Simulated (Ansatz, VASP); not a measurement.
## CuO (Tenorite): VASP beside Ansatz

INCAR

```
SYSTEM = CuO
PREC     = Accurate       ! precision mode
ENCUT    = 520            ! plane-wave cutoff, eV
EDIFF    = 1E-7           ! SCF threshold, eV
ISMEAR   = -1             ! smearing method
SIGMA    = 0.05           ! smearing width, eV
LREAL    = .FALSE.        ! projectors in reciprocal space
LASPH    = .TRUE.         ! aspherical terms in the spheres
NELM     = 100            ! most SCF steps
ALGO     = Normal         ! electronic algorithm
ISIF     = 2              ! what is computed and relaxed
LWAVE    = .FALSE.        ! write WAVECAR
LCHARG   = .FALSE.        ! write CHGCAR
GGA      = PE             ! functional
NBANDS   = 25             ! bands
```

File KPOINTS:

```
Automatic mesh
0
G
  10 10 5
  0 0 0
```

The input POSCAR:

```
CuO
1.0
    2.3101994985     -1.6881714891      0.0000000000
    2.3101994985      1.6881714891      0.0000000000
   -0.8385391614      0.0000000000      4.9895114286
Cu O
2 2
Direct
    0.5000000000      0.0000000000      0.5000000000
    0.0000000000      0.5000000000      0.0000000000
    0.4184000000      0.5816000000      0.7500000000
    0.5816000000      0.4184000000      0.2500000000
```

File input.yaml:

```yaml
crystal:
  lattice:
    - [2.3101994985, -1.6881714891, 0.0]
    - [2.3101994985, 1.6881714891, 0.0]
    - [-0.8385391614, 0.0, 4.9895114286]
  atoms:
    - { symbol: Cu, position: [0.5, 0.0, 0.5] }
    - { symbol: Cu, position: [0.0, 0.5, 0.0] }
    - { symbol: O, position: [0.4184, 0.5816, 0.75] }
    - { symbol: O, position: [0.5816, 0.4184, 0.25] }
hamiltonian:
  xc: pbe
  pseudopotentials: { kind: paw }
kpoints:
  mp_grid: { grid: [10, 10, 5] }
scf:
  occupations: { method: fermi_dirac, width: 0.05 }
output:
  forces: true
  stress: true
  eigenvalues: true
```

Change from the starting cell: volume scaled by 0.96.

Alike in both runs: task single point; functional PBE; k mesh 10 × 10 × 5; occupations fermi-dirac, width 0.05 eV; no spin polarisation.

```csv
,VASP,Ansatz
version,VASP 6.6.1,Ansatz 0.2.0
potentials or method,"VASP PAW PBE potentials, release 64 (Cu, O)",Ansatz PAW
plane-wave cutoff (eV),520,420
valence electrons in the cell,34,50
```

Ansatz gave:

```
gap on the k mesh at the Fermi level (eV)       : none
pressure (GPa)                                  : 14.1
largest component of the traceless stress (GPa) : 2.25
rms of the force components (eV/Å)              : 0.052
```

What did VASP give for the same quantities?

gap on the k mesh at the Fermi level (eV): none; pressure (GPa): 14.9; largest component of the traceless stress (GPa): 2.33; rms of the force components (eV/Å): 0.032.

Atom by atom the forces differ by 0.020 eV/Å (rms over components). A gap of «none» marks a metal or a gap that the smearing closes. The functional is the same, so the differences come from potentials, cutoffs and numerics. The two sets of potentials don't hold the same shells in valence.

Caveats: the run has no spin polarisation, though such a crystal can be magnetic; semilocal functionals often make such compounds metallic where correlation or magnetic order opens a gap, which also shifts bond lengths; the pressure holds a Pulay correction of +0.7 GPa for the finite cutoff (Ansatz).
